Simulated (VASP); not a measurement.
# InP: molecular dynamics with the cell free or held by constraints

InP, F-43m (no. 216), 8 atoms in the cell. PBE, constrained or biased molecular dynamics; PAW potentials In, P (PBE set).

| Held coordinates | Spread of the volume (Å³) | Time (s) |
|---|---|---|
| none | 1.94 | 172 |
| volume held, shape free | 0.00 | 144 |
| angles held, lengths free | 1.84 | 122 |
| lengths in step, angles held | 0.39 | 132 |

Limits: each run has its own random start, so only a spread that vanishes tells of a constraint; the run is only 0.12 ps long, so its averages are rough.

## Input of the first row

INCAR:
```
SYSTEM = InP
PREC = Normal
EDIFF = 1E-5
LREAL = .False.
ALGO = Normal
NELMIN = 4
ISYM = 0
LWAVE = .False.
LCHARG = .False.
IBRION = 0
ISIF = 3
TEBEG = 300
POTIM = 2.0
RANDOM_SEED = 360291 0 0
ENCUT = 350
ISMEAR = 0
SIGMA = 0.05
MDALGO = 3
LANGEVIN_GAMMA = 10 10
LANGEVIN_GAMMA_L = 10
PMASS = 1000
NSW = 60
```

KPOINTS:
```
k-points
0
Gamma
  3 3 3
```

POSCAR:
```
InP
1.0
    5.8610000000      0.0000000000      0.0000000000
    0.0000000000      5.8610000000      0.0000000000
    0.0000000000      0.0000000000      5.8610000000
In P
4 4
Direct
    0.0000000000      0.0000000000      0.0000000000
    0.0000000000      0.5000000000      0.5000000000
    0.5000000000      0.0000000000      0.5000000000
    0.5000000000      0.5000000000      0.0000000000
    0.2500000000      0.2500000000      0.2500000000
    0.2500000000      0.7500000000      0.7500000000
    0.7500000000      0.2500000000      0.7500000000
    0.7500000000      0.7500000000      0.2500000000
```

Commands:
```
cat potpaw_PBE.64/In/POTCAR potpaw_PBE.64/P/POTCAR > POTCAR
mpirun -np 4 vasp_std > vasp.out
```

ICONST of row 4:
```
LA 1 2 0
LA 1 3 0
LA 2 3 0
LR 1 0
LR 2 0
LR 3 0
S 1.0 0.0 0.0 0.0 0.0 0.0 0
S 0.0 1.0 0.0 0.0 0.0 0.0 0
S 0.0 0.0 1.0 0.0 0.0 0.0 0
S 0 0 0 1 -1 0 0
S 0 0 0 1 0 -1 0
```

VASP 6.6.1 took 172 s on 4 cores (Intel Xeon Platinum 8259CL @ 2.50GHz (Skylake/Cascade Lake)), a shared host.
